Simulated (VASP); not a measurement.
Input of a VASP 6.6.1 run:

Contents of run.py:

```python
from ase import Atoms
from ase.calculators.vasp import Vasp
from ase.filters import FrechetCellFilter
from ase.optimize import BFGSLineSearch

atoms = Atoms(
    ['Ag', 'Cl'],
    cell=[[3.433973, 0.0, 0.0], [0.0, 3.433973, 0.0], [0.0, 0.0, 3.433973]],
    scaled_positions=[[0.0, 0.0, 0.0], [0.5, 0.5, 0.5]],
    pbc=True,
)
calc = Vasp(
    directory='calc',
    xc='revpbe',
    pp='PBE',
    setups={'base': 'minimal', 'Ag': '_GW', 'Cl': '_GW'},
    prec='Accurate',
    encut=630,
    ediff=1e-07,
    ismear=-5,
    sigma=0.05,
    lreal=False,
    lasph=True,
    nelm=100,
    algo='Normal',
    isif=2,
    lwave=False,
    lcharg=False,
    kpts=[8, 8, 8],
    gamma=True,
)
atoms.calc = calc
opt = BFGSLineSearch(FrechetCellFilter(atoms), trajectory='relax.traj')
converged = opt.run(fmax=0.01, steps=40)
print('converged:', converged)

print('energy (eV):', atoms.get_potential_energy())
print('free energy (eV):', atoms.get_potential_energy(force_consistent=True))
print('forces (eV/A):')
print(atoms.get_forces())
print('stress (eV/A^3, Voigt):', atoms.get_stress())
print('Fermi level (eV):', calc.get_fermi_level())
print('cell (A, degrees):', atoms.cell.cellpar())
print('volume (A^3):', atoms.get_volume())
print('scaled positions:')
print(atoms.get_scaled_positions())
```

Potentials or basis: VASP PAW PBE potentials, release 64 (Ag_GW, Cl_GW).

Launch:

```console
$ python run.py
```

(1) Estimate the band gap on the k mesh.

(2) Estimate the space group after relaxing (to 0.05 Å).

(3) Predict the relaxed cell.

## Answers

(1) 0.69 eV, indirect (least direct gap 2.02 eV).

(2) Pm-3m (No. 221).

(3) a = 3.492 Å, b = 3.492 Å, c = 3.492 Å, α = 90.00°, β = 90.00°, γ = 90.00°.

Caveat: the PAW data sets were made with another functional, which shifts forces and pressure a little.
